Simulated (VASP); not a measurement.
# Li (P6_3/mmc) in VASP: reference runs

How does Li come out in PBE? The cell is run as given and disturbed, then over a range of volumes.

Everything below comes from runs of VASP 6.6.1. Logs are shortened: lines on timing, memory, paths and dates and some standing lists are left out, and cuts for length are marked.

### Step 1. The structure

The structure is hexagonal, space group P6_3/mmc (No. 194). The conventional cell has a = 3.111 Å, b = 3.111 Å, c = 5.093 Å, α = 90.00°, β = 90.00°, γ = 120.00°. Li (site symmetry -6m2) is surrounded by 12 Li at 3.11 to 3.12 Å.

This isn't the form of Li at room conditions, which is bcc.

### Step 2. Single point, PBE

Input file INCAR:

```
PREC = Accurate
ENCUT = 520
EDIFF = 1E-7
ISMEAR = -1
SIGMA = 0.05
LREAL = False
LASPH = True
NELM = 80
ALGO = Normal
ISIF = 2
LWAVE = False
LCHARG = False
GGA = PE
NBANDS = 10
```

Input file KPOINTS:

```
regular mesh
0
Gamma
  10 10 5
```

Input file POSCAR:

```
Li
1.0
    3.1110000000      0.0000000000      0.0000000000
   -1.5555000000      2.6942050312      0.0000000000
    0.0000000000      0.0000000000      5.0930000000
Li
2
Direct
    0.6666666667      0.3333333333      0.7500000000
    0.3333333333      0.6666666667      0.2500000000
```

Potentials or basis: VASP PAW PBE potentials, release 64 (Li_sv).

Command:

```bash
$ cat potpaw_PBE.64/Li_sv/POTCAR > POTCAR
$ mpirun -np 1 vasp_std > vasp.out
```

OUTCAR:

```text
PREC = Accurate
   ENCUT = 520
   EDIFF = 1E-7
   ISMEAR = -1
   LREAL = False
   LASPH = True
   NELM = 80
   ISIF = 2
   GGA = PE

 ion  position               nearest neighbor table
   1  0.667  0.333  0.750-
   2  0.333  0.667  0.250-

  LATTYP: Found a hexagonal cell.
 ALAT       =     3.1110000000
 C/A-ratio  =     1.6370941819

  Lattice vectors:

 A1 = (   3.1110000000,   0.0000000000,   0.0000000000)
 A2 = (  -1.5555000000,   2.6942050312,   0.0000000000)
 A3 = (   0.0000000000,   0.0000000000,   5.0930000000)

Analysis of symmetry for initial positions (statically):
=====================================================================
 Subroutine PRICEL returns:
 Original cell was already a primitive cell.

 Routine SETGRP: Setting up the symmetry group for a
 hexagonal supercell.

 Subroutine GETGRP returns: Found 24 space group operations
 (whereof 12 operations were pure point group operations)
 out of a pool of 24 trial point group operations.

The static configuration has the point symmetry D_3d.
 The point group associated with its full space group is D_6h.

Analysis of symmetry for dynamics (positions and initial velocities):
=====================================================================
 Subroutine PRICEL returns:
 Original cell was already a primitive cell.

 Routine SETGRP: Setting up the symmetry group for a
 hexagonal supercell.

 Subroutine GETGRP returns: Found 24 space group operations
 (whereof 12 operations were pure point group operations)
 out of a pool of 24 trial point group operations.

The dynamic configuration has the point symmetry D_3d.
 The point group associated with its full space group is D_6h.

 Subroutine INISYM returns: Found 24 space group operations
 (whereof 12 operations are pure point group operations),
 and found     1 'primitive' translations

----------------------------------------------------------------------------------------

                                     Primitive cell

  volume of cell :      42.6879

  direct lattice vectors                    reciprocal lattice vectors
     3.111000000  0.000000000  0.000000000     0.321440051  0.185583500  0.000000000
    -1.555500000  2.694205031  0.000000000     0.000000000  0.371167000  0.000000000
     0.000000000  0.000000000  5.093000000     0.000000000  0.000000000  0.196347929

  length of vectors
     3.111000000  3.111000000  5.093000000     0.371167000  0.371167000  0.196347929

[... 98 lines left out ...]
   LREAL  =      F    real-space projection
   EDIFFG = 0.1E-05   stopping-criterion for IOM
   NSW    =      0    number of steps for IOM
   IBRION =     -1    ionic relax: 0-MD 1-quasi-New 2-CG
   NFREE  =      0    steps in history (QN), initial steepest desc. (CG)
   ISIF   =      2    stress and relaxation
   ISYM   =      2    0-nonsym 1-usesym 2-fastsym
   POTIM  = 0.5000    time-step for ionic-motion
   TEBEG  =    0.0;   TEEND  =   0.0 temperature during run
   PSTRESS=    0.0 pullay stress
   NELECT =       6.0000    total number of electrons
   NUPDOWN=      -1.0000    fix difference up-down
   EMIN   =  10.00;   EMAX   =-10.00  energy-range for DOS
   EFERMI =   0.00;   METHOD = LEGACY
   ISMEAR =    -1;   SIGMA  =   0.05  broadening in eV -4-tet -1-fermi 0-gaus
   EFERMI_NEDOS =   21; number of points for ismear=-14 and -15
   IALGO  =     38    algorithm
   IMIX   =      4    mixing-type and parameters
     AMIX     =   0.40;   BMIX     =  1.00
     AMIX_MAG =   1.60;   BMIX_MAG =  1.00
  volume/ion in A,a.u.               =      21.34       144.04
  Fermi-wavevector in a.u.,A,eV,Ry     =   0.851185  1.608506  9.857630  0.724515
  Thomas-Fermi vector in A             =   1.967278
   LORBIT       =      0    0 simple, 1 ext, 2 COOP (PROOUT), +10 PAW based schemes
   GGA     = PE    functional components
   LHFCALC =     F    Hartree Fock is set to
   AEXX    =    0.0000 exact exchange contribution
   IVDW    =     0    specifies the selected vdW correction
   LEPSILON=     F    determine dielectric tensor
   LRPA    =     F    only Hartree local field effects (RPA)
 non-spin polarized calculation
  energy-cutoff  :      520.00
  volume of cell :       42.69
 maximum number of plane-waves:      1162
 NGX is ok and might be reduce to    24
   NGX = 11   NGY = 11   NGZ = 19

 number of electron       5.9999991 magnetization

 Free energy of the ion-electron system (eV)
  ---------------------------------------------------
  ext. energy  EPLUGINS =         0.00000000
  ---------------------------------------------------
  free energy    TOTEN  =        -3.81168002 eV

  energy without entropy =       -3.80407877  energy(sigma->0) =       -3.80787940

 E-fermi :   0.4715     XC(G=0):  -6.9198

 val. band max:        0.4524259058   @ k =   0.2000   0.2000   0.4000
 cond. band min:       0.4762128706   @ k =   0.0000   0.0000   0.0000
 fundamental gap:      0.0237869648
 Fermi energy:         0.4715058456

 k-point     1 :       0.0000    0.0000    0.0000
  band No.  band energies     occupation
      1     -46.1346      2.00000
      2     -46.1202      2.00000
      3      -3.0086      2.00000
      4       0.4762      0.95296
      5       3.2233      0.00000
      6      12.5228      0.00000
      7      12.5229      0.00000
      8      13.8735      0.00000
      9      13.8735      0.00000
     10      14.3919      0.00000
[... 495 lines left out ...]
 k-point    40 :       0.3000    0.2000    0.4000
  band No.  band energies     occupation
      1     -46.1184      2.00000
      2     -46.1170      2.00000
      3       0.6292      0.08190
      4       1.4314      0.00000
      5       4.5254      0.00000
      6       5.1820      0.00000
      7       6.9660      0.00000
      8       7.8266      0.00000
      9      10.6176      0.00000
     10      11.6919      0.00000

 [... further k-points ...]
[... 5 lines left out ...]
  --------------------------------------------------------------------------------------
  -------------------------------------------------------------------------------------
  Total       -0.1828079     -0.1828079     -0.2358655     -0.0000000      0.0000000      0.0000000
  in kB       -6.8612191     -6.8612191     -8.8525957     -0.0000000      0.0000000      0.0000000
  external PRESSURE =      -7.5250113 kB  Pullay stress =       0.0000000 kB

 VOLUME and BASIS-vectors are now :
 -----------------------------------------------------------------------------
  energy-cutoff  :      520.00
  volume of cell :       42.69
      direct lattice vectors                 reciprocal lattice vectors
     3.111000000  0.000000000  0.000000000     0.321440051  0.185583500  0.000000000
    -1.555500000  2.694205031  0.000000000     0.000000000  0.371167000  0.000000000
     0.000000000  0.000000000  5.093000000     0.000000000  0.000000000  0.196347929

 POSITION                                       TOTAL-FORCE (eV/Angst)
 -----------------------------------------------------------------------------------
      1.55550      0.89807      3.81975         0.000000      0.000000      0.000000
     -0.00000      1.79614      1.27325        -0.000000     -0.000000      0.000000
 -----------------------------------------------------------------------------------
    total drift:                               -0.000000      0.000000     -0.000000

  FREE ENERGIE OF THE ION-ELECTRON SYSTEM (eV)
  ---------------------------------------------------
  free  energy   TOTEN  =        -3.8116800175 eV

  energy  without entropy=       -3.8040787728  energy(sigma->0) =       -3.80787940
```

OSZICAR:

```text
N       E                     dE             d eps       ncg     rms          rms(c)
DAV:   1     0.164139686196E+02    0.16414E+02   -0.30705E+03   840   0.556E+02
DAV:   2    -0.106222383203E+01   -0.17476E+02   -0.17013E+02  1088   0.105E+02
DAV:   3    -0.378250128383E+01   -0.27203E+01   -0.27028E+01  1392   0.311E+01
DAV:   4    -0.381484275922E+01   -0.32341E-01   -0.32320E-01  1108   0.427E+00
DAV:   5    -0.381530640483E+01   -0.46365E-03   -0.46363E-03  1166   0.433E-01    0.353E-01
DAV:   6    -0.381288410562E+01    0.24223E-02   -0.58367E-04  1474   0.119E-01    0.201E-01
DAV:   7    -0.381168718085E+01    0.11969E-02   -0.12892E-03  1630   0.167E-01    0.370E-02
DAV:   8    -0.381168999644E+01   -0.28156E-05   -0.20028E-05   946   0.405E-02    0.406E-03
DAV:   9    -0.381168325683E+01    0.67396E-05   -0.15757E-06  1586   0.124E-02    0.688E-04
DAV:  10    -0.381168004954E+01    0.32073E-05   -0.69249E-08   746   0.238E-03    0.347E-04
DAV:  11    -0.381168001746E+01    0.32084E-07   -0.18045E-08   542   0.126E-03
   1 F= -.38116800E+01 E0= -.38078794E+01  d E =-.760124E-02
```

Run time: 13 s. Hardware: 1 thread of Intel Xeon Platinum 8488C (Sapphire Rapids), shared host; peak memory 0.14 GiB.

What came out:

| Quantity | Value |
| --- | --- |
| Free energy | -3.8117 eV |
| Band gap on the k mesh | none (metal or under the smearing width) |

Caveat: the cutoff is under 1.25 times the usual one of these potentials, so pressure, stress and relaxed cells hold a basis-set (Pulay) error.

### Step 3. Single point, PBE (atoms moved at random, drawn with an rms of 0.05 Å)

Input file INCAR:

```
SYSTEM = Li
PREC = Accurate
ENCUT = 520
EDIFF = 1E-7
ISMEAR = -1
SIGMA = 0.05
LREAL = .FALSE.
LASPH = .TRUE.
NELM = 80
ALGO = Normal
ISIF = 2
LWAVE = .FALSE.
LCHARG = .FALSE.
GGA = PE
NBANDS = 10
```

Input file KPOINTS:

```
regular mesh
0
G
  10 10 5
  0 0 0
```

Input file POSCAR:

```
Li
1.0
    3.1110000000      0.0000000000      0.0000000000
   -1.5555000000      2.6942050312      0.0000000000
    0.0000000000      0.0000000000      5.0930000000
Li
2
Direct
    0.6677700000      0.3367480000      0.7553370000
    0.3308930000      0.6714280000      0.2456590000
```

Potentials or basis: VASP PAW PBE potentials, release 64 (Li_sv).

Command:

```bash
$ cat potpaw_PBE.64/Li_sv/POTCAR > POTCAR
$ mpirun -np 1 vasp_std > vasp.out
```

It took 44 s on 1 thread of Intel Xeon Platinum 8488C (Sapphire Rapids), shared host; peak memory 0.2 GiB.

Results (log left out):

- Free energy: -3.8103 eV
- Largest force: 0.056 eV/Å
- Band gap on the k mesh: none (metal or under the smearing width)

Forces on the atoms (eV/Å):
```
Li  -0.002  0.001 -0.055
Li   0.002 -0.001  0.055
```

Levels at points of the mesh, in eV from the Fermi level:
```tsv
k point	band 1	band 2	band 3	band 4	band 5	band 6	band 7	band 8
(0.00, 0.00, 0.00)	-46.61	-46.59	-3.48	0.01	2.75	12.03	12.06	13.38
(0.50, 0.00, 0.00)	-46.59	-46.59	-0.05	0.98	4.56	5.66	6.02	7.57
(0.00, 0.50, 0.00)	-46.59	-46.59	-0.05	0.99	4.55	5.67	6.00	7.58
(0.50, 0.50, 0.00)	-46.59	-46.59	-0.06	1.02	4.53	5.69	5.96	7.60
```

Caveat: the cutoff is under 1.25 times the usual one of these potentials, so pressure, stress and relaxed cells hold a basis-set (Pulay) error.

[end of part 1 of 2]
